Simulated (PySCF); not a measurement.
A run of PySCF 2.14.0 is set up as follows.

run.py

```python
import json
import numpy as np
from pyscf.pbc import gto, scf, dft, df

cell = gto.Cell()
cell.basis = 'DZVP-MOLOPT-SR-GTH-q4'
cell.pseudo = 'GTH-PBE-q4'
cell.fromfile('POSCAR', format='poscar')
cell.ke_cutoff = 112  # hartree
cell.exp_to_discard = 0.02
cell.precision = 1e-08
cell.space_group_symmetry = True
cell.symmorphic = False
cell.max_memory = 5880  # MB
cell.verbose = 4
cell.build()

res = {}
kpts = cell.make_kpts([8, 8, 8], space_group_symmetry=True, time_reversal_symmetry=True)
cell.space_group_symmetry = False  # the mesh holds the operations; no search on the supercells of the integral code
mf = dft.KRKS(cell, kpts, xc='pbe')
mf = mf.multigrid_numint()
mf = mf.smearing(sigma=0.00183747, method='fermi')  # hartree
mf.conv_tol = 1e-07
mf.max_cycle = 60

mf.kernel()
res.update(converged=bool(mf.converged), e_tot=mf.e_tot, nelec=cell.nelectron, nao=cell.nao, mesh=list(map(int, cell.mesh)), a=cell.lattice_vectors().tolist(), coords=cell.atom_coords().tolist(),
           mo_energy=[np.real(x).tolist() for x in mf.mo_energy], mo_occ=[np.real(x).tolist() for x in mf.mo_occ])
res.update(e_free=mf.e_free, e_zero=mf.e_zero)
res.update(kpts=kpts.kpts_scaled_ibz.tolist(), weights=kpts.weights_ibz.tolist())
res['parts'] = {k: float(np.real(v)) for k, v in mf.scf_summary.items() if np.isscalar(v)}
json.dump(res, open('results.json', 'w'))
if not mf.converged:
    raise SystemExit('SCF not converged')

print('levels (eV)')
for i, kp in enumerate(res['kpts'][:40]):
    print('k %7.4f %7.4f %7.4f  ' % tuple(kp), ' '.join('%.3f' % (x * 27.211386) for x in res['mo_energy'][i][:9]))

mf = mf.to_khf()  # unfold to the whole mesh
kpts = mf.kpts
# Mulliken populations
dm, s = np.asarray(mf.make_rdm1()), np.asarray(mf.get_ovlp())
sites = cell.aoslice_by_atom()[:, 2:]
tot = np.einsum('kij,kji->i', dm, s).real / len(kpts)
res['mulliken'] = [cell.atom_charge(i) - tot[a0:a1].sum() for i, (a0, a1) in enumerate(sites)]
print('Mulliken charges', np.round(res['mulliken'], 5))

# density of states, Gaussians of 0.15 eV
e = np.asarray(mf.mo_energy).real.reshape(1, -1) * 27.211386
ef = mf.get_fermi()
ef = np.max(ef) * 27.211386
x = np.arange(-15, 10.01, 0.1) + round(ef, 1)
dos = np.exp(-((x[:, None, None] - e) / 0.15) ** 2 / 2).sum(-1).T / (0.15 * np.sqrt(2 * np.pi) * len(kpts)) * 2
res.update(dos_e=x.tolist(), dos=dos.tolist())
for a, b in zip(x[::5], dos.T[::5]):
    print('%8.2f' % a, ' '.join('%9.4f' % y for y in b))

# density on a uniform mesh
grids = dft.gen_grid.UniformGrids(cell)
grids.mesh = [23, 23, 23]
grids.build()
ni = dft.numint.KNumInt()
rho = [ni.get_rho(cell, x, grids, kpts) for x in [dm]]
np.save('rho.npy', np.reshape(rho, (-1, *grids.mesh)))
res['done'] = True
json.dump(res, open('results.json', 'w'))
```

File POSCAR:

```
Ge
1.0
    0.0000000000      2.8289100000      2.8289100000
    2.8289100000      0.0000000000      2.8289100000
    2.8289100000      2.8289100000      0.0000000000
Ge
2
Direct
    0.7500000000      0.7500000000      0.7500000000
    0.5000000000      0.5000000000      0.5000000000
```

Potentials or basis: DZVP-MOLOPT-SR/GTH-PBE (potentials made for PBE).

Launch:

```bash
$ OMP_NUM_THREADS=4 python -u run.py > log
```

Question: Estimate the band gap on the k mesh.

Answer: None (metal or under the smearing width).

States per cell in windows of 1 eV (zero at the Fermi level; states under -8 eV left out):
```csv
from (eV),total
-8.0,0.81
-7.0,0.44
-6.0,0.23
-5.0,0.57
-4.0,1.07
-3.0,1.46
-2.0,0.88
-1.0,0.27
0.0,0.24
1.0,1.09
2.0,1.27
3.0,1.02
4.0,1.18
5.0,1.34
6.0,0.71
7.0,0.79
```

Caveat: the basis of atomic orbitals isn't converged, which shifts pressures, moduli and gaps.

**What was measured.**

From “Temperature-dependent photoluminescence in Ge: experiment and theory”, 2020, arxiv:2003.00143, for a bulk crystal of Ge at 0 K: band gap 0.744 eV (indirect).

A measured gap of Ge is 0.744 eV (indirect; 0 K; “Temperature-dependent photoluminescence in Ge: experiment and theory”, 2020, arxiv:2003.00143); the calculated 0.00 eV misses it by -0.74 eV. 3 values of this kind are on record (0.666 to 0.807 eV); this one was drawn at random among those near their median. Spin-orbit coupling on Ge is left out. The value is that of PBE in an atomic basis (DZVP-MOLOPT-SR/GTH-PBE (potentials made for PBE)), whose error adds to the functional's, on a finite k mesh, which can miss the band edges, without temperature or zero-point motion. Semilocal functionals fall short of measured gaps as a rule.
